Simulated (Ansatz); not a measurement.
Input and command of a plane-wave DFT calculation in Ansatz:

```yaml
crystal:
  lattice:
    - [0.0, 2.6038651943, 2.6038651943]
    - [2.6038651943, 0.0, 2.6038651943]
    - [2.6038651943, 2.6038651943, 0.0]
  atoms:
    - { symbol: Ca, position: [0.0, 0.0, 0.0] }
    - { symbol: F, position: [0.75, 0.75, 0.75] }
    - { symbol: F, position: [0.25, 0.25, 0.25] }
basis:
  ecutwfc: 500
kpoints:
  mp_grid: { grid: [8, 8, 8] }
hamiltonian:
  xc: r2scan
scf:
  occupations: { method: gaussian, width: 0.02 }
output:
  forces: true
  stress: true
  eigenvalues: true
relax:
  adjacent_minimum: "off"
  f_tol: 0.008
  max_steps: 50
  cell: { stress_tol: 0.08, p_target: 15.0 }
```

```bash
ansatz run input.yaml --threads 1 --pin off --max-ram 2560MiB --backend cpu --events-out ev --progress --plain --runs-dir out
```

Processor: AMD EPYC 7R43 64-Core Processor (Zen 3), 1 thread, on a host shared with other jobs.

**Question.** How long does it run, and how much memory does it take?

**Answer.** About 12 s on 1 thread of AMD EPYC 7R43 64-Core Processor (Zen 3), with other jobs on the host, peak memory 0.42 GiB. It solves 16 bands at 29 k points (the mesh reduced by the symmetry that the task leaves, which can be less than the crystal's) with about 893 plane waves (on the last cell), in 15 SCF iterations over 3 ionic steps.
